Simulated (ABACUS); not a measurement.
The system is PbO2.

```
Pb O
1.0
     0.00000    2.70199    2.70199
     2.70199    0.00000    2.70199
     2.70199    2.70199    0.00000
Pb O
1 2
Cartesian
  0.0000 0.0000 0.0000
  4.0530 4.0530 4.0530
  1.3510 1.3510 1.3510
```

The cell comes from a database or a generator and needn't be the stable form of this composition.

| Item | Value |
| --- | --- |
| Program | ABACUS 3.10.1 |
| Task | single point |
| Functional | PBE |
| Potentials or basis | PseudoDojo NC SR 0.4.1 PBE standard |
| Cutoff | 1143 eV |
| Density cutoff | 4572 eV |
| Basis | plane waves |
| k mesh | 9 × 9 × 9 |
| Occupations | fermi-dirac, width 0.05 eV |
| Spin | no spin polarisation |

On this cell: pressure 1.1 GPa; largest force zero by symmetry; band gap on the k mesh none (metal or under the smearing width).

The same run follows on a disturbed copy (atoms moved at random, drawn with an rms of 0.05 Å):

```
CELL_PARAMETERS angstrom
0.00000 2.70199 2.70199
2.70199 0.00000 2.70199
2.70199 2.70199 0.00000
ATOMIC_POSITIONS crystal
Pb 0.99611 0.00198 0.00536
O 0.74542 0.74686 0.74195
O 0.23800 0.27224 0.24122
```

**Question.** What changes?

**Answer.** The energy (extrapolated to zero smearing) moves by +9.3 meV/atom; pressure 1.5 GPa; largest force 0.523 eV/Å; band gap on the k mesh none (metal or under the smearing width).

Forces on the atoms (eV/Å):
```
Pb  -0.065 -0.315  0.105
O    0.388  0.031  0.191
O   -0.324  0.284 -0.296
```

Stress tensor (GPa, compression positive):
```
 1.63 -0.24  0.09
-0.24  1.35 -0.55
 0.09 -0.55  1.49
```
